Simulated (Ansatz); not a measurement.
# MgB2: the cost of one run

Computed with Ansatz 0.2.0 (DFT PBEsol, scalar-relativistic, plane waves, PAW, unless a step's input says otherwise).

3 further runs of the same task are left out: 1 that didn't finish, 2 set aside as unsound or not needed.

### Step 1. The system as given

The structure is hexagonal, space group P6/mmm (No. 191). Conventional cell: a = 3.085 Å, b = 3.085 Å, c = 3.523 Å, α = 90.00°, β = 90.00°, γ = 120.00°. Mg (site symmetry 6/mmm) is surrounded by 12 B at 2.51 Å. B (site symmetry -6m2) is surrounded by 3 B at 1.78 Å and 6 Mg at 2.51 Å.

As a file:

```xyz
3
Lattice="3.0850 0.0000 0.0000 -1.5425 2.6717 0.0000 0.0000 0.0000 3.5230" Properties=species:S:1:pos:R:3 pbc="T T T"
Mg    0.0000    0.0000    0.0000
B     0.0000    1.7811    1.7615
B     1.5425    0.8906    1.7615
```

The structure comes from the Crystallography Open Database.

### Step 2. A distortion of lower symmetry

The change: strain xx, yy, zz, yz, xz, xy = -2.2, -2.0, +6.9, +2.0, +1.2, +0.1 %; atoms moved by 0.06 Å root mean square, at most 0.08 Å.

input.yaml

```yaml
crystal:
  lattice:
    - [3.0174391901, 0.004380701, 0.0364030083]
    - [-1.5049257967, 2.6153702124, 0.0364078186]
    - [0.0415714, 0.07201012, 3.76580516]
  atoms:
    - { symbol: Mg, position: [0.016919843, 0.016919843, -0.0186702332] }
    - { symbol: B, position: [0.3268518907, 0.6562282663, 0.5093351166] }
    - { symbol: B, position: [0.6562282663, 0.3268518907, 0.5093351166] }
basis:
  ecutwfc: 420
kpoints:
  mp_grid: { grid: [14, 14, 10] }
hamiltonian:
  xc: pbesol
scf:
  occupations: { method: gaussian, width: 0.1 }
output:
  forces: true
  stress: true
  eigenvalues: true
```

The run is started by

```
> ansatz run input.yaml --threads 1 --pin off --max-ram 1331MiB --backend cpu --events-out ev --progress --plain --runs-dir out
```

**Question.** How long does this run take on 1 thread of an Arm CPU, shared host, and how much memory does it need?

About 27 s, with a peak of 0.54 GiB.
